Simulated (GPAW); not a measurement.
Runs of GPAW 26.7.0 on MgS. Symmetry: F-43m, No. 216, cubic system. The conventional cell has a = 5.666 Å, b = 5.666 Å, c = 5.666 Å, α = 90.00°, β = 90.00°, γ = 90.00°. S (site symmetry -43m) has 4 Mg at 2.45 Å as nearest neighbours. Mg (site symmetry -43m) has 4 S at 2.45 Å as nearest neighbours. The cell comes from a database or a generator and needn't be the stable form of this composition.

```tsv
task	level	potentials or basis	k mesh	cutoff (eV)	smearing	response ecut	response k mesh	response bands	kernels	coarser k mesh	mesh quality	gap on the mesh (eV)	pressure (GPa)	V0 of scaled cells (Å³/atom)	B0 (GPa)
single point	r2SCAN+D4	GPAW PAW data sets (gpaw-data 1.2.1), pw	8 × 8 × 8	800	fermi-dirac 0.05 eV	-	-	-	-	-	not flagged	4.13	-0.6	-	-
dielectric tensor	LDA	the program's PAW data sets (release 1.2.1) made for this functional, pw	7 × 7 × 7	650	fermi-dirac 0.001 eV	80 eV	18 × 18 × 18	28	["RPA"]	18 × 18 × 18	not flagged	3.17	-	-	-
dielectric tensor	LDA	the program's PAW data sets (release 1.2.1) made for this functional, pw	7 × 7 × 7	600	fermi-dirac 0.001 eV	80 eV	20 × 20 × 20	28	["RPA", "LR0.3", "ALDA_X"]	14 × 14 × 14	not flagged	3.17	-	-	-
equation of state	PBEsol	PAW data sets generated in the run's folder for this functional, pw	8 × 8 × 8	800	fermi-dirac 0.05 eV	-	-	-	-	-	not flagged	-	-	(a)	58
equation of state	LDA	the program's PAW data sets (release 1.2.1) made for this functional, pw	8 × 8 × 8	800	fermi-dirac 0.05 eV	-	-	-	-	-	not flagged	-	-	21.89	62
band structure	PBEsol	PAW data sets generated in the run's folder for this functional, pw	8 × 8 × 8	800	fermi-dirac 0.05 eV	-	-	-	-	-	not flagged	3.28	-0.4	-	-
density of states	r4SCAN	GPAW PAW data sets (gpaw-data 1.2.1), pw	8 × 8 × 8	800	fermi-dirac 0.05 eV	-	-	-	-	-	not flagged	(b)	-0.2	-	-
one-shot levels on a semilocal density	r2SCAN	GPAW PAW data sets (gpaw-data 1.2.1), pw	5 × 5 × 5	550	fermi-dirac 0.001 eV	-	-	-	-	-	coarse	4.13	-	-	-
```

Alike in all rows: no spin polarisation; cell as given.

Q: Fill in the values left out.

A: (a) 22.60; (b) 4.08.

Caveats: the PAW data sets were made with another functional, which shifts forces and pressure a little (some runs); the long-wavelength limit can be off by a per cent or two (some runs); energy and the plain gap are those of the semilocal run (some runs); the hybrids' values are one shot on its orbitals and mesh (some runs); an odd mesh through Γ misses points on the zone boundary, where band edges often lie (some runs).

Not every run made on this cell is shown here.
